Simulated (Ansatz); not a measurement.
# Squeezing CdSe (CsCl type)

```
Cd Se
1.0
     3.55617    0.00000    0.00000
     0.00000    3.55617    0.00000
     0.00000    0.00000    3.55617
Cd Se
1 1
Cartesian
  0.0000 0.0000 0.0000
  1.7781 1.7781 1.7781
```

The cell comes from a relaxation on PAW files under the same functional, begun from a prototype that needn't be the stable phase.

Its volume is scaled at fixed shape and fractional positions.

Level of theory: DFT with PBE, scalar-relativistic, in Ansatz 0.2.0; a Γ-centred 12×12×12 k mesh, Fermi–Dirac smearing of 0.05 eV, no spin polarisation. LAPW: all electrons, basis error target 1 meV/atom; PAW: frozen-core files, cutoff 420 eV; crystal datasets: all electrons, by PAW datasets that the program makes for each cell; norm-conserving: pseudopotentials, cutoff 1170 eV; PAW (cutoff 300 eV): frozen-core files, cutoff 300 eV.

Energies are extrapolated to zero smearing and count from the unscaled cell; pressure is positive in compression; gaps take the mesh and a band path. No temperature or zero-point motion is included.

```json
{"V/V0": "1.00", "V (Å³/atom)": "22.49", "P LAPW (GPa)": "0.02", "ΔE LAPW (eV/atom)": "0.000", "P PAW − LAPW (GPa)": "0.00", "ΔE PAW − LAPW (meV/atom)": "0.0"}
{"V/V0": "0.94", "V (Å³/atom)": "21.14", "P LAPW (GPa)": "?", "ΔE LAPW (eV/atom)": "0.016", "P PAW − LAPW (GPa)": "0.01", "ΔE PAW − LAPW (meV/atom)": "0.1"}
{"V/V0": "0.88", "V (Å³/atom)": "19.79", "P LAPW (GPa)": "10.18", "ΔE LAPW (eV/atom)": "0.075", "P PAW − LAPW (GPa)": "0.01", "ΔE PAW − LAPW (meV/atom)": "0.2"}
{"V/V0": "0.80", "V (Å³/atom)": "17.99", "P LAPW (GPa)": "22.2", "ΔE LAPW (eV/atom)": "0.252", "P PAW − LAPW (GPa)": "0.02", "ΔE PAW − LAPW (meV/atom)": "0.4"}
{"V/V0": "0.72", "V (Å³/atom)": "16.19", "P LAPW (GPa)": "42.0", "ΔE LAPW (eV/atom)": "0.603", "P PAW − LAPW (GPa)": "0.02", "ΔE PAW − LAPW (meV/atom)": "0.6"}
{"V/V0": "0.64", "V (Å³/atom)": "14.39", "P LAPW (GPa)": "75.5", "ΔE LAPW (eV/atom)": "1.245", "P PAW − LAPW (GPa)": "0.00", "ΔE PAW − LAPW (meV/atom)": "0.9"}
{"V/V0": "0.55", "V (Å³/atom)": "12.37", "P LAPW (GPa)": "145.2", "ΔE LAPW (eV/atom)": "2.590", "P PAW − LAPW (GPa)": "-0.04", "ΔE PAW − LAPW (meV/atom)": "0.7"}
```

Question: What belongs in the row "0.94", column "P LAPW (GPa)"?

Answer: 4.22.

Question: Fit the Vinet equation to the LAPW pressures over the whole range, with residuals weighted by 1/(|P| + 0.03·Pmax).

Answer: V0 = 22.50 Å³/atom, B0 = 56.4 GPa and B0′ = 5.23, and the fit misses no point by more than 1.4 GPa. A fit over so wide a range pins B0 less well than one near rest.

Question: At the smallest volume, how far do crystal datasets and norm-conserving and PAW (cutoff 300 eV) lie from LAPW in pressure?

Answer: crystal datasets: 0.00 GPa; norm-conserving: -0.14 GPa; PAW (cutoff 300 eV): -0.12 GPa, on a LAPW pressure of 145.2 GPa.

Question: How do the Löwdin populations by LAPW change from the unscaled cell to the last row?

Answer: Cd 5s 0.94 → 0.90, Cd 4d 9.99 → 9.92, Se 4s 1.97 → 1.92, Se 4p 4.90 → 4.93 electrons an atom. These are projections on the shells that the free atoms fill; 0.21 e a cell lies outside them at the start and 0.34 e at the end.
